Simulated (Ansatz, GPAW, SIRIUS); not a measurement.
One calculation of Au, 3 ways

```
CELL_PARAMETERS angstrom
-1.66724 1.61085 1.66470
1.60373 -1.63568 1.62603
1.73643 1.70488 -1.68953
ATOMIC_POSITIONS crystal
Au 0.99012 0.98291 0.97870
```

This isn't the form of Au at room conditions, which is fcc.

The given cell was strained at random by a few per cent at fixed volume.

Alike in all runs: task single point; functional PBEsol; k mesh 11 × 11 × 11; occupations fermi-dirac, width 0.05 eV; no spin polarisation; no spin-orbit coupling. Pressure is positive in compression and, in plane waves, holds the error of the finite cutoff.

| program and potentials | plane-wave cutoff (eV) | notes | pressure (GPa) |
| --- | --- | --- | --- |
| Ansatz, all-electron LAPW, scalar-relativistic | - | - | -8.48 |
| GPAW, PAW data sets generated for this functional | 600 | 11 valence electrons an atom on average | -6.30 |
| SIRIUS, PseudoDojo 0.4.1 PBEsol standard (scalar relativistic) | 1054 | 19 valence electrons an atom on average | -8.80 |

The pressure spans -8.80 (SIRIUS, PseudoDojo 0.4.1 PBEsol standard (scalar relativistic)) to -6.30 GPa (GPAW, PAW data sets generated for this functional), with all-electron results at -8.48.

Differences between rows come from potentials, basis sets and numerical settings, since the functional is the same but for its coding. Runs on potential files found faulty are left out.
